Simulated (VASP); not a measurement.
## CuI (Marshite): relaxation of the atoms with PBE+D3(BJ)

The system is CuI (Marshite).

```
Cu I
1.0
     0.00000    2.98695    2.98695
     2.98695    0.00000    2.98695
     2.98695    2.98695    0.00000
Cu I
1 1
Direct
  0.25000 0.25000 0.25000
  0.00000 0.00000 0.00000
```

* Program: VASP 6.6.1
* Task: relaxation of the atoms
* Functional: PBE
* Dispersion: D3(BJ)
* Potentials or basis: VASP PAW PBE potentials, release 64 (Cu, I)
* Cutoff: 600 eV
* k mesh: 8 × 8 × 8
* Occupations: gaussian, width 0.03 eV
* Spin: no spin polarisation
* Further INCAR settings: ALGO = Normal; EDIFF = 1e-07; IBRION = 2; EDIFFG = -0.01; NSW = 40

The pressure after relaxing is 0.0 GPa and the band gap on the k mesh is 1.27 eV, direct. The dispersion energy per atom is -0.360 eV.

Final structure:
```cif
data_structure
_symmetry_space_group_name_H-M 'P 1'
_symmetry_Int_Tables_number 1
_cell_length_a 4.2242
_cell_length_b 4.2242
_cell_length_c 4.2242
_cell_angle_alpha 60.000
_cell_angle_beta 60.000
_cell_angle_gamma 60.000
_cell_volume 53.30
loop_
_atom_site_label
_atom_site_type_symbol
_atom_site_fract_x
_atom_site_fract_y
_atom_site_fract_z
_atom_site_occupancy
Cu1 Cu 0.25000 0.25000 0.25000 1
I1 I 0.00000 0.00000 0.00000 1
```

Levels at points of the mesh, in eV from the valence-band top:
| k point | band 7 | band 8 | band 9 | band 10 | band 11 | band 12 |
| --- | --- | --- | --- | --- | --- | --- |
| (0.00, 0.00, 0.00) | 0.00 | 0.00 | 0.00 | 1.27 | 4.82 | 4.82 |
| (0.50, 0.00, 0.00) | -1.96 | -0.78 | -0.78 | 2.20 | 5.38 | 5.38 |
| (0.50, 0.50, 0.00) | -1.95 | -1.66 | -1.66 | 2.62 | 2.88 | 9.50 |

It took 14 s on 1 thread of Intel(R) Xeon(R) 6975P-C (Granite Rapids), with other jobs on the host, peak memory 0.22 GiB.

Caveat: the relaxation stopped at its first step, so nothing moved; spin-orbit coupling is left out, which moves the levels of the heavy elements.
